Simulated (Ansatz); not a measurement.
Be, DFT, PBE, all-electron LAPW, scalar-relativistic (Ansatz 0.2.0), run on 1 thread of Intel(R) Xeon(R) Platinum 8488C (Sapphire Rapids) on a shared host.

The cell is the one relaxed in the Materials Project (mp-20), not relaxed further here; entries there can be hypothetical. The listed cell was then made from it by scaling, straining or moving an atom.

Command: `ansatz run input.yaml --threads 1 --pin off --max-ram 3072MiB --backend cpu --events-out ev --progress --plain --runs-dir out`

```yaml
crystal:
  lattice:
    - [-1.2361848083, 1.2361848083, 1.2361848083]
    - [1.2361848083, -1.2361848083, 1.2361848083]
    - [1.2361848083, 1.2361848083, -1.2361848083]
  atoms:
    - { symbol: Be, position: [0.0, 0.0, 0.0] }
kpoints:
  mp_grid: { grid: [23, 23, 23] }
  band_path:
    path:
      - [0.0, 0.0, 0.0]
      - [0.5, -0.5, 0.5]
      - [0.0, 0.0, 0.5]
      - [0.0, 0.0, 0.0]
      - [0.25, 0.25, 0.25]
      - [0.5, -0.5, 0.5]
      - [0.25, 0.25, 0.25]
      - [0.0, 0.0, 0.5]
    npoints: 5
scf:
  occupations: { method: fermi_dirac, width: 0.03 }
hamiltonian:
  xc: pbe
  pseudopotentials: { kind: all_electron, lapw: { basis_error: 0.00025 } }
output:
  forces: true
  stress: true
  eigenvalues: true
```

Problem. How large is the problem that the program sets up?

Solution. 364 irreducible k-points, 55 plane waves at Γ, 6 bands.

Problem. Estimate the wall time and the peak memory.

Solution. 4.7 s of wall time for 4 SCF iterations, with a peak of 0.3 GiB. Times on shared machines scatter by tens of per cent.
